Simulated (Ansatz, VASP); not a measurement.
## One calculation of NbP, two programs

File INCAR:

```
SYSTEM = NbP
  ALGO = Normal
  EDIFF = 1E-7
  ENCUT = 520
  GGA = PE
  ISIF = 2
  ISMEAR = -1
  LASPH = .TRUE.
  LCHARG = .FALSE.
  LREAL = .FALSE.
  LWAVE = .FALSE.
  NBANDS = 26
  NELM = 80
  PREC = Accurate
  SIGMA = 0.05
```

File KPOINTS:

```
k-points
0
G
  11 11 11
  0 0 0
```

The input POSCAR:

```
NbP
1.0
   -1.6749232544      1.6749232544      5.7401081759
    1.6749232544     -1.6749232544      5.7401081759
    1.6749232544      1.6749232544     -5.7401081759
Nb P
2 2
Direct
    0.2498808000      0.7498808000      0.5000000000
    0.4998808000      0.4998808000      0.0000000000
    0.8327477700      0.3327477700      0.5000000000
    0.0827477700      0.0827477700      0.0000000000
```

Contents of input.yaml:

```yaml
crystal:
  lattice:
    - [-1.6749232544, 1.6749232544, 5.7401081759]
    - [1.6749232544, -1.6749232544, 5.7401081759]
    - [1.6749232544, 1.6749232544, -5.7401081759]
  atoms:
    - { symbol: Nb, position: [0.2498808, 0.7498808, 0.5] }
    - { symbol: Nb, position: [0.4998808, 0.4998808, 0.0] }
    - { symbol: P, position: [0.83274777, 0.33274777, 0.5] }
    - { symbol: P, position: [0.08274777, 0.08274777, 0.0] }
hamiltonian:
  xc: pbe
  pseudopotentials: { kind: paw }
kpoints:
  mp_grid: { grid: [11, 11, 11] }
scf:
  occupations: { method: fermi_dirac, width: 0.05 }
output:
  forces: true
  stress: true
  eigenvalues: true
  write_density: true
  write_potential: true
  elf: true
  volumetric_format: npy
```

The cell is a database's computed one.

Alike in both runs: task single point; functional PBE; k mesh 11 × 11 × 11; occupations fermi-dirac, width 0.05 eV; no spin polarisation.

|  | VASP | Ansatz |
| --- | --- | --- |
| version | VASP 6.6.1 | Ansatz 0.2.0 |
| potentials or method | VASP PAW PBE potentials, release 64 (Nb_sv, P) | Ansatz PAW |
| plane-wave cutoff (eV) | 520 | 420 |
| valence electrons in the cell | 36 | 36 |

|  | VASP | Ansatz | Ansatz less VASP |
| --- | --- | --- | --- |
| gap on the k mesh at the Fermi level (eV) | none | none | - |
| pressure (GPa) | -1.5 | -1.1 | +0.38 |
| largest component of the traceless stress (GPa) | 0.23 | 0.25 | +0.022 |
| rms of the force components (eV/Å) | 0.009 | 0.009 | +0.0008 |

Atom by atom the forces differ by 0.001 eV/Å (rms over components). A gap of «none» marks a metal or a gap that the smearing closes. The functional is the same, so the differences come from potentials, cutoffs and numerics.
